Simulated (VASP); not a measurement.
# A VASP 6.6.1 single-point calculation on Cu₂O

INCAR

```
SIGMA = 0.02
LASPH = .TRUE.
LREAL = .FALSE.
ENCUT = 520
NELM = 84
ISIF = 2
EDIFF = 1E-7
LCHARG = .FALSE.
NBANDS = 37
GGA = PE
PREC = Accurate
ISMEAR = -1
NSW = 0
IBRION = -1
LMAXMIX = 6
LWAVE = .FALSE.
```

KPOINTS

```
KPOINTS created by Atomic Simulation Environment
0
Monkhorst-Pack
6 6 6
0 0 0
```

POSCAR

```
Cu O
 1.0000000000000000
     4.1186978891999999    0.0000000000000000    0.0000000000000000
     0.0000000000000000    4.1186978891999999    0.0000000000000000
     0.0000000000000000    0.0000000000000000    4.1186978891999999
 Cu  O
   4   2
Cartesian
  1.0296744723000000  1.0296744723000000  3.0890234169000004
  3.0890234169000004  1.0296744723000000  1.0296744723000000
  1.0296744723000000  3.0890234169000004  1.0296744723000000
  3.0890234169000004  3.0890234169000004  3.0890234169000004
  2.0593489446000000  2.0593489446000000  2.0593489446000000
  0.0000000000000000  0.0000000000000000  0.0000000000000000
```

The recommended PBE PAW datasets give the neutral cell 56 valence electrons.

Command

```
mpirun -np 1 vasp_std
```

OSZICAR

```
N       E                     dE             d eps       ncg     rms          rms(c)
DAV:   1     0.546887420087E+03    0.54689E+03   -0.25209E+04   756   0.249E+03
DAV:   2     0.599880749440E+02   -0.48690E+03   -0.46315E+03   745   0.463E+02
DAV:   3    -0.278675248432E+02   -0.87856E+02   -0.83388E+02   917   0.217E+02
DAV:   4    -0.330697948081E+02   -0.52023E+01   -0.51381E+01  1055   0.609E+01
DAV:   5    -0.331174071883E+02   -0.47612E-01   -0.47594E-01  1025   0.686E+00    0.191E+01
DAV:   6    -0.295392175075E+02    0.35782E+01   -0.50943E+01   973   0.138E+02    0.115E+01
DAV:   7    -0.266852582813E+02    0.28540E+01   -0.13461E+01   973   0.840E+01    0.310E+00
DAV:   8    -0.267475512903E+02   -0.62293E-01   -0.12489E+00   867   0.622E+00    0.175E+00
DAV:   9    -0.267180565273E+02    0.29495E-01   -0.51232E-02  1016   0.340E+00    0.477E-01
DAV:  10    -0.267145504401E+02    0.35061E-02   -0.22793E-02  1009   0.204E+00    0.248E-01
DAV:  11    -0.267137507626E+02    0.79968E-03   -0.48713E-03  1153   0.881E-01    0.599E-02
DAV:  12    -0.267137308763E+02    0.19886E-04   -0.78539E-04  1012   0.271E-01    0.181E-02
DAV:  13    -0.267137343238E+02   -0.34475E-05   -0.55803E-05  1034   0.125E-01    0.733E-03
DAV:  14    -0.267137340063E+02    0.31749E-06   -0.10406E-05  1131   0.502E-02    0.342E-03
DAV:  15    -0.267137335867E+02    0.41966E-06   -0.22355E-06   955   0.112E-02    0.154E-03
DAV:  16    -0.267137336230E+02   -0.36322E-07   -0.21555E-07   508   0.620E-03
   1 F= -.26713734E+02 E0= -.26713734E+02  d E =-.336430E-11
```

Standard output (part)

```
POSCAR found type information on POSCAR CuO
 POSCAR found :  2 types and       6 ions
 LDA part: xc-table for (Slater+PW92), standard interpolation
 POSCAR, INCAR and KPOINTS ok, starting setup
 WAVECAR not read
 entering main loop
```

From OUTCAR

```
k-points           NKPTS =     10   k-points in BZ     NKDIM =     10   number of bands    NBANDS=     37

   NELECT =      56.0000    total number of electrons

   dimension x,y,z NGX =    32 NGY =   32 NGZ =   32
   dimension x,y,z NGXF=    64 NGYF=   64 NGZF=   64

  energy-cutoff  :      520.00
  volume of cell :       69.87
      direct lattice vectors                 reciprocal lattice vectors
     4.118697889  0.000000000  0.000000000     0.242795181  0.000000000  0.000000000
     0.000000000  4.118697889  0.000000000     0.000000000  0.242795181  0.000000000
     0.000000000  0.000000000  4.118697889     0.000000000  0.000000000  0.242795181

 k-points in reciprocal lattice and weights: KPOINTS created by Atomic Simulation Env
   0.08333333  0.08333333  0.08333333       0.037
   0.25000000  0.08333333  0.08333333       0.111
   0.41666667  0.08333333  0.08333333       0.111
   0.25000000  0.25000000  0.08333333       0.111
   0.41666667  0.25000000  0.08333333       0.222
   0.41666667  0.41666667  0.08333333       0.111
   0.25000000  0.25000000  0.25000000       0.037
   0.41666667  0.25000000  0.25000000       0.111
   ...

 E-fermi :   6.3747

 k-point     1 :       0.0833    0.0833    0.0833
  band No.  band energies     occupation
      1     -15.0281      2.00000
      2     -14.1651      2.00000
      3      -2.1666      2.00000
      4      -2.1666      2.00000
      5      -2.0080      2.00000
      6      -0.0850      2.00000
      7       0.4154      2.00000
      8       0.4154      2.00000
      9       0.8281      2.00000
     10       2.4947      2.00000
     11       2.4947      2.00000
     12       2.6784      2.00000
     13       2.6784      2.00000
     14       2.7683      2.00000
     15       3.6097      2.00000
     16       3.6097      2.00000
     17       3.7497      2.00000
     18       3.7497      2.00000
     19       3.8148      2.00000
     20       3.9011      2.00000
     21       3.9298      2.00000
     22       3.9298      2.00000
     23       4.0535      2.00000
     24       4.0535      2.00000
     25       4.0987      2.00000
     26       5.4525      2.00000
     27       5.4525      2.00000
     28       5.9129      2.00000
     29       6.9544      0.00000
     30       7.6144      0.00000
     31       7.6144      0.00000
     32      13.6571      0.00000
     33      14.5156      0.00000
     34      14.5156      0.00000
     35      14.6702      0.00000
     36      14.6702      0.00000
     37      15.8766      0.00000

 ...

  Total        8.9403488      8.9403488      8.9403488      0.0000000      0.0000000      0.0000000
  in kB      205.0148094    205.0148094    205.0148094      0.0000000      0.0000000      0.0000000
  external PRESSURE =     205.0148094 kB  Pullay stress =       0.0000000 kB

 POSITION                                       TOTAL-FORCE (eV/Angst)
 -----------------------------------------------------------------------------------
      1.02967      1.02967      3.08902         0.000000     -0.000000     -0.000000
      3.08902      1.02967      1.02967        -0.000000      0.000000      0.000000
      1.02967      3.08902      1.02967         0.000000     -0.000000     -0.000000
      3.08902      3.08902      3.08902        -0.000000      0.000000      0.000000
      2.05935      2.05935      2.05935         0.000000     -0.000000     -0.000000
      0.00000      0.00000      0.00000         0.000000     -0.000000     -0.000000
 -----------------------------------------------------------------------------------
    total drift:                               -0.000000      0.000000     -0.000000

  FREE ENERGIE OF THE ION-ELECTRON SYSTEM (eV)
  ---------------------------------------------------
  free  energy   TOTEN  =       -26.7137336230 eV

  energy  without entropy=      -26.7137336230  energy(sigma->0) =      -26.71373362
```

It converged. Results: gap between bands v and c on the k mesh 1.04 eV; least direct gap on the k mesh 1.04 eV; pressure 20.5 GPa. Band v is the last that the valence electrons fill when counted band by band, and c is the next.

The shifted mesh misses Γ, so a band edge there is missed.

For comparison, a separate PBE run of the intended cell, on usual settings and not on those above, gives a gap of 0.79 eV on its mesh and a pressure of 20.6 GPa.

The run above took about 31 s on one core of a shared host (Intel Xeon Platinum 8488C) and held 0.17 GiB at most.
